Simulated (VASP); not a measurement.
# ZnS (F-43m) in VASP: single point with PBE0

Aim: the single point of ZnS with PBE0.

Everything below comes from runs of VASP 6.6.1. Logs are shortened: lines on timing, memory, paths and dates and some standing lists are left out, and cuts for length are marked.

**Experimental background.**

From “Electronic, vibrational, and thermodynamic properties of ZnS (zincblende and rocksalt structure)”, 2009, arxiv:0911.5022, for a bulk crystal of ZnS at 19 K: band gap 3.85 eV (direct).

The runs below are set against these values where they give the same quantity.

### Step 1. The crystal as given

The structure is cubic, space group F-43m (No. 216). Conventional cell: a = 5.361 Å, b = 5.361 Å, c = 5.361 Å, α = 90.00°, β = 90.00°, γ = 90.00°. Zn (site symmetry -43m) has 4 S at 2.32 Å as nearest neighbours. S (site symmetry -43m) is surrounded by 4 Zn at 2.32 Å.

The cell is a database's computed one.

### Step 2. Single point, PBE0

File POSCAR:

```
ZnS
1.0
    0.0000000000      2.6804000000      2.6804000000
    2.6804000000      0.0000000000      2.6804000000
    2.6804000000      2.6804000000      0.0000000000
Zn S
1 1
Direct
    0.0000000000      0.0000000000      0.0000000000
    0.7500000000      0.7500000000      0.7500000000
```

File INCAR.step1:

```
SYSTEM = ZnS
ALGO = Normal ; EDIFF = 1E-5
ENCUT = 520 ; GGA = PE
ISIF = 2 ; ISMEAR = 0
LASPH = .True. ; LCHARG = .False.
LREAL = .False. ; LWAVE = .True.
NELM = 80 ; PREC = Accurate
SIGMA = 0.02
```

File INCAR.step2:

```
SYSTEM = ZnS
AEXX = 0.25 ; ALGO = Normal
EDIFF = 1E-6 ; ENCUT = 520
GGA = PE ; HFRCUT = -1
ISIF = 2 ; ISMEAR = 0
ISTART = 1 ; LASPH = .True.
LCHARG = .False. ; LHFCALC = .True.
LREAL = .False. ; LWAVE = .False.
NELM = 80 ; PREC = Accurate
PRECFOCK = Fast ; SIGMA = 0.02
```

File KPOINTS:

```
k-points
0
Gamma
  6 6 6
  0 0 0
```

Potentials or basis: VASP PAW PBE potentials, release 64 (Zn, S).

The run is started by

```console
> cat potpaw_PBE.64/Zn/POTCAR potpaw_PBE.64/S/POTCAR > POTCAR
> cp INCAR.step1 INCAR
> mpirun -np 1 vasp_std > vasp.out
> cp INCAR.step2 INCAR
> mpirun -np 1 vasp_std > vasp.out
```

OUTCAR:

```text
SYSTEM = ZnS
   AEXX = 0.25
   EDIFF = 1E-6
   ENCUT = 520
   GGA = PE
   ISIF = 2
   ISMEAR = 0
   ISTART = 1
   LASPH = .True.
   LHFCALC = .True.
   LREAL = .False.
   NELM = 80
   PREC = Accurate
   PRECFOCK = Fast

 ion  position               nearest neighbor table
   1  0.000  0.000  0.000-   2 2.32   2 2.32   2 2.32   2 2.32
   2  0.750  0.750  0.750-   1 2.32   1 2.32   1 2.32   1 2.32

  LATTYP: Found a face centered cubic cell.
 ALAT       =     5.3608000000

  Lattice vectors:

 A1 = (   0.0000000000,   2.6804000000,   2.6804000000)
 A2 = (   2.6804000000,   0.0000000000,   2.6804000000)
 A3 = (   2.6804000000,   2.6804000000,   0.0000000000)

Analysis of symmetry for initial positions (statically):
=====================================================================
 Subroutine PRICEL returns:
 Original cell was already a primitive cell.

 Routine SETGRP: Setting up the symmetry group for a
 face centered cubic supercell.

 Subroutine GETGRP returns: Found 24 space group operations
 (whereof 24 operations were pure point group operations)
 out of a pool of 48 trial point group operations.

The static configuration has the point symmetry T_d .

Analysis of symmetry for dynamics (positions and initial velocities):
=====================================================================
 Subroutine PRICEL returns:
 Original cell was already a primitive cell.

 Routine SETGRP: Setting up the symmetry group for a
 face centered cubic supercell.

 Subroutine GETGRP returns: Found 24 space group operations
 (whereof 24 operations were pure point group operations)
 out of a pool of 48 trial point group operations.

The dynamic configuration has the point symmetry T_d .

 Subroutine INISYM returns: Found 24 space group operations
 (whereof 24 operations are pure point group operations),
 and found     1 'primitive' translations

----------------------------------------------------------------------------------------

                                     Primitive cell

  volume of cell :      38.5149

  direct lattice vectors                    reciprocal lattice vectors
     0.000000000  2.680400000  2.680400000    -0.186539322  0.186539322  0.186539322
     2.680400000  0.000000000  2.680400000     0.186539322 -0.186539322  0.186539322
     2.680400000  2.680400000  0.000000000     0.186539322  0.186539322 -0.186539322

  length of vectors
     3.790658033  3.790658033  3.790658033     0.323095584  0.323095584  0.323095584

  position of ions in fractional coordinates (direct lattice)
     0.000000000  0.000000000  0.000000000
     0.750000000  0.750000000  0.750000000

  ion indices of the primitive-cell ions
   primitive index   ion index
                 1           1
                 2           2

----------------------------------------------------------------------------------------

 KPOINTS: k-points

Automatic generation of k-mesh.
 Grid dimensions read from file:
 generate k-points for:    6    6    6

 Generating k-lattice:

  Cartesian coordinates                     Fractional coordinates (reciprocal lattice)
    -0.031089887  0.031089887  0.031089887     0.166666667  0.000000000  0.000000000
     0.031089887 -0.031089887  0.031089887     0.000000000  0.166666667  0.000000000
     0.031089887  0.031089887 -0.031089887     0.000000000  0.000000000  0.166666667

  Length of vectors
     0.053849264  0.053849264  0.053849264

  Shift w.r.t. Gamma in fractional coordinates (k-lattice)
     0.000000000  0.000000000  0.000000000

 Subroutine IBZKPT returns following result:
 ===========================================

 Found     16 irreducible k-points:

 Following reciprocal coordinates:
            Coordinates               Weight
  0.000000  0.000000  0.000000      1.000000
  0.166667  0.000000  0.000000      8.000000
  0.333333  0.000000  0.000000      8.000000
  0.500000  0.000000  0.000000      4.000000
  0.166667  0.166667  0.000000      6.000000
  0.333333  0.166667  0.000000     24.000000
[... 8 lines left out ...]
 -0.333333  0.333333  0.166667     24.000000
 -0.333333  0.500000  0.166667     12.000000
   k-points           NKPTS =     16   k-points in BZ     NKDIM =    216   number of bands    NBANDS=     13
   number of dos      NEDOS =    301   number of ions     NIONS =      2
   total plane-waves  NPLWV =  21952
   dimension x,y,z NGX =    28 NGY =   28 NGZ =   28
   dimension x,y,z NGXF=    56 NGYF=   56 NGZF=   56
   ions per type =               1   1
   NGX,Y,Z   is equivalent  to a cutoff of  12.28, 12.28, 12.28 a.u.
   NGXF,Y,Z  is equivalent  to a cutoff of  24.56, 24.56, 24.56 a.u.
 SYSTEM =  ZnS
   PREC   = accura    normal or accurate (medium, high low for compatibility)
   ISTART =      1    job   : 0-new  1-cont  2-samecut
   ICHARG =      0    charge: 1-file 2-atom 10-const
   ISPIN  =      1    spin polarized calculation?
   LNONCOLLINEAR =      F non collinear calculations
   LSORBIT =      F    spin-orbit coupling
   LASPH  =      T    aspherical Exc in radial PAW
   ENCUT  =  520.0 eV  38.22 Ry    6.18 a.u.   7.05  7.05  7.05*2*pi/ulx,y,z
   NELM   =     80;   NELMIN=  2; NELMDL=  0     # of ELM steps
   EDIFF  = 0.1E-05   stopping-criterion for ELM
   LREAL  =      F    real-space projection
   EDIFFG = 0.1E-04   stopping-criterion for IOM
   NSW    =      0    number of steps for IOM
   IBRION =     -1    ionic relax: 0-MD 1-quasi-New 2-CG
   NFREE  =      0    steps in history (QN), initial steepest desc. (CG)
   ISIF   =      2    stress and relaxation
   ISYM   =      3    0-nonsym 1-usesym 2-fastsym
   POTIM  = 0.5000    time-step for ionic-motion
   TEBEG  =    0.0;   TEEND  =   0.0 temperature during run
   PSTRESS=    0.0 pullay stress
   NELECT =      18.0000    total number of electrons
   NUPDOWN=      -1.0000    fix difference up-down
   EMIN   =  10.00;   EMAX   =-10.00  energy-range for DOS
   EFERMI =   0.00;   METHOD = LEGACY
   ISMEAR =     0;   SIGMA  =   0.02  broadening in eV -4-tet -1-fermi 0-gaus
   EFERMI_NEDOS =   21; number of points for ismear=-14 and -15
   IALGO  =     38    algorithm
   IMIX   =      1    mixing-type and parameters
     AMIX     =   0.40;   BMIX     =  1.00
     AMIX_MAG =   1.60;   BMIX_MAG =  1.00
  volume/ion in A,a.u.               =      19.26       129.96
  Fermi-wavevector in a.u.,A,eV,Ry     =   1.270446  2.400794 21.960237  1.614032
  Thomas-Fermi vector in A             =   2.403432
   LORBIT       =      0    0 simple, 1 ext, 2 COOP (PROOUT), +10 PAW based schemes
   GGA     = PE    functional components
   LHFCALC =     T    Hartree Fock is set to
   PRECFOCK=fast      Normal, Fast or Accurate (Low or Medium for compatibility)
   ENCUT4O =  -1.0   cutoff for four orbital integrals eV
   NKREDX  =     1    reduce k-point grid by
   NKREDY  =     1    reduce k-point grid by
   NKREDZ  =     1    reduce k-point grid by
   AEXX    =    0.2500 exact exchange contribution
   HFSCREEN=    0.0000 screening length (either q_TF or 0.3 A-1)
   HFSCREENC=   0.0000 screening length for correlation (either q_TF or 0.3 A-1)
   ENCUTFOCK=  -1.0 apply spherical cutoff to Coloumb kernel
   IVDW    =     0    specifies the selected vdW correction
   LEPSILON=     F    determine dielectric tensor
   LRPA    =     F    only Hartree local field effects (RPA)
 non-spin polarized calculation
 Gauss-broadening in eV      SIGMA  =   0.02
  energy-cutoff  :      520.00
  volume of cell :       38.51
 maximum number of plane-waves:      1056
  NGX = 16; NGY = 16; NGZ = 16

 number of electron      18.0000015 magnetization

 Free energy of the ion-electron system (eV)
  ---------------------------------------------------
  ext. energy  EPLUGINS =         0.00000000
  ---------------------------------------------------
  free energy    TOTEN  =        -8.91658756 eV

  energy without entropy =       -8.91658756  energy(sigma->0) =       -8.91658756

 E-fermi :   1.3884     XC(G=0):  -7.6809

 val. band max:        1.2381342433   @ k =   0.0000   0.0000   0.0000
 cond. band min:       5.3547587893   @ k =   0.0000   0.0000   0.0000
 fundamental gap:      4.1166245460
 Fermi energy:         1.3884211046

 k-point     1 :       0.0000    0.0000    0.0000
  band No.  band energies     occupation
      1     -13.3339      2.00000
      2      -6.7504      2.00000
      3      -6.7504      2.00000
      4      -6.7504      2.00000
      5      -6.2776      2.00000
      6      -6.2776      2.00000
      7       1.2381      2.00000
      8       1.2381      2.00000
      9       1.2381      2.00000
     10       5.3548      0.00000
     11       9.6348      0.00000
     12       9.6348      0.00000
     13       9.6348      0.00000

 k-point     2 :       0.1667    0.0000    0.0000
  band No.  band energies     occupation
      1     -13.1051      2.00000
      2      -6.7156      2.00000
      3      -6.7156      2.00000
      4      -6.7146      2.00000
      5      -6.2798      2.00000
      6      -6.2798      2.00000
      7      -0.5873      2.00000
      8       0.9638      2.00000
      9       0.9638      2.00000
     10       6.4897      0.00000
     11       9.6359      0.00000
     12      10.0809      0.00000
     13      10.0809      0.00000

 k-point     3 :       0.3333    0.0000    0.0000
  band No.  band energies     occupation
      1     -12.5905      2.00000
      2      -6.6575      2.00000
      3      -6.6575      2.00000
      4      -6.4765      2.00000
      5      -6.2678      2.00000
      6      -6.2678      2.00000
      7      -3.1755      2.00000
      8       0.4859      2.00000
      9       0.4859      2.00000
     10       6.6877      0.00000
     11      10.3034      0.00000
     12      10.3034      0.00000
     13      11.2602      0.00000
[... 177 lines left out ...]
 k-point    15 :      -0.3333    0.3333    0.1667
  band No.  band energies     occupation
      1     -12.0358      2.00000
      2      -6.5930      2.00000
      3      -6.5330      2.00000
      4      -6.3304      2.00000
      5      -6.2766      2.00000
      6      -5.8852      2.00000
      7      -3.9247      2.00000
      8      -1.9241      2.00000
      9      -0.8624      2.00000
     10       8.6072      0.00000
     11       9.1510      0.00000
     12      11.0343      0.00000
     13      12.8007      0.00000

 k-point    16 :      -0.3333    0.5000    0.1667
  band No.  band energies     occupation
      1     -11.9444      2.00000
      2      -6.5961      2.00000
      3      -6.4804      2.00000
      4      -6.3739      2.00000
      5      -6.2523      2.00000
      6      -5.8516      2.00000
      7      -3.8269      2.00000
      8      -1.7240      2.00000
      9      -1.6608      2.00000
     10       7.8244      0.00000
     11       8.7046      0.00000
     12      12.4648      0.00000
     13      12.4909      0.00000

------------------------ aborting loop because EDIFF is reached ----------------------------------------

  FORCE on cell =-STRESS in cart. coord.  units (eV):
  Direction    XX          YY          ZZ          XY          YZ          ZX
  --------------------------------------------------------------------------------------
  -------------------------------------------------------------------------------------
  Total        0.6406392      0.6406392      0.6406392      0.0000000     -0.0000000      0.0000000
  in kB       26.6498794     26.6498794     26.6498794      0.0000000     -0.0000000      0.0000000
  external PRESSURE =      26.6498794 kB  Pullay stress =       0.0000000 kB

 VOLUME and BASIS-vectors are now :
 -----------------------------------------------------------------------------
  energy-cutoff  :      520.00
  volume of cell :       38.51
      direct lattice vectors                 reciprocal lattice vectors
     0.000000000  2.680400000  2.680400000    -0.186539322  0.186539322  0.186539322
     2.680400000  0.000000000  2.680400000     0.186539322 -0.186539322  0.186539322
     2.680400000  2.680400000  0.000000000     0.186539322  0.186539322 -0.186539322

 POSITION                                       TOTAL-FORCE (eV/Angst)
 -----------------------------------------------------------------------------------
      0.00000      0.00000      0.00000         0.000000      0.000000      0.000000
      4.02060      4.02060      4.02060        -0.000000     -0.000000     -0.000000
 -----------------------------------------------------------------------------------
    total drift:                               -0.000060     -0.000018     -0.000023

  FREE ENERGIE OF THE ION-ELECTRON SYSTEM (eV)
  ---------------------------------------------------
  free  energy   TOTEN  =        -8.9165875604 eV

  energy  without entropy=       -8.9165875604  energy(sigma->0) =       -8.91658756
```

Run time: 8.6 min. Hardware: 1 thread of Intel Xeon Platinum 8375C at 2.90GHz (Ice Lake), shared host; peak memory 0.17 GiB.

What came out:

```
Free energy            : -8.9166 eV
Pressure               : 2.7 GPa
Band gap on the k mesh : 4.12 eV, direct
```

Levels at points of the mesh, in eV from the valence-band top:
```
           k point  band 5  band 6  band 7  band 8  band 9  band 10  band 11  band 12  band 13
(0.00, 0.00, 0.00)   -7.52   -7.52    0.00    0.00    0.00     4.12     8.40     8.40     8.40
(0.50, 0.00, 0.00)   -7.49   -7.27   -5.84   -0.97   -0.97     5.30     8.90     8.90    11.03
(0.50, 0.50, 0.00)   -7.44   -7.23   -5.17   -2.47   -2.47     5.02     5.96    13.49    14.63
```

Caveat: the PAW data sets were made with another functional, which shifts forces and pressure a little.

### Step 3. Comparison with measurements

Step 2. Against the measured gap of ZnS, 3.85 eV (direct; 19 K; quoted in “Electronic, vibrational, and thermodynamic properties of ZnS (zincblende and rocksalt structure)”, 2009, arxiv:0911.5022), the calculated 4.12 eV is off by +0.27 eV. The value is that of PBE0, without temperature or zero-point motion. The cell is a database's relaxed one, not the measured one, which moves gaps too.
